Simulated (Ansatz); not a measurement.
The system is CsSnI3.

```
CELL_PARAMETERS angstrom
6.20570 0.00000 0.00000
0.00000 6.20570 0.00000
0.00000 0.00000 6.20570
ATOMIC_POSITIONS crystal
Cs 0.00000 0.00000 0.00000
I 0.50000 0.50000 0.00000
I 0.50000 0.00000 0.50000
I 0.00000 0.50000 0.50000
Sn 0.50000 0.50000 0.50000
```

- Program: Ansatz 0.2.0
- Task: single point
- Functional: PBEsol
- Potentials or basis: all-electron LAPW, scalar-relativistic
- Cutoff: 190 eV (chosen from the basis error)
- Basis error allowed: 0.001 eV/atom
- k mesh: 5 × 5 × 5
- Occupations: fermi-dirac, width 0.05 eV
- Spin: no spin polarisation

On this cell: pressure -0.7 GPa; largest force zero by symmetry; band gap on the k mesh 1.73 eV, direct.

The same run follows on a disturbed copy (atoms moved at random, drawn with an rms of 0.05 Å):

```
Cs I Sn
1.0
     6.20570    0.00000    0.00000
     0.00000    6.20570    0.00000
     0.00000    0.00000    6.20570
Cs I Sn
1 3 1
Cartesian
  -0.0286 -0.0394 -0.0152
  3.1374 3.0807 0.0488
  3.0926 -0.0201 3.0778
  0.0810 3.1202 3.0906
  3.1002 3.1120 3.0855
```

Task: What changes?

Result: The energy moves by +1.5 meV/atom; pressure -0.6 GPa; largest force 0.112 eV/Å; band gap on the k mesh 1.69 eV, direct.

Forces on the atoms (eV/Å):
```
Cs   0.002 -0.002  0.004
I    0.021  0.002 -0.092
I    0.034  0.028  0.027
I   -0.109 -0.009  0.023
Sn   0.052 -0.019  0.038
```

Caveats: spin-orbit coupling is left out, which moves the levels of the heavy elements; an odd mesh through Γ misses points on the zone boundary, where band edges often lie; the cell was measured hot, at 500 K.
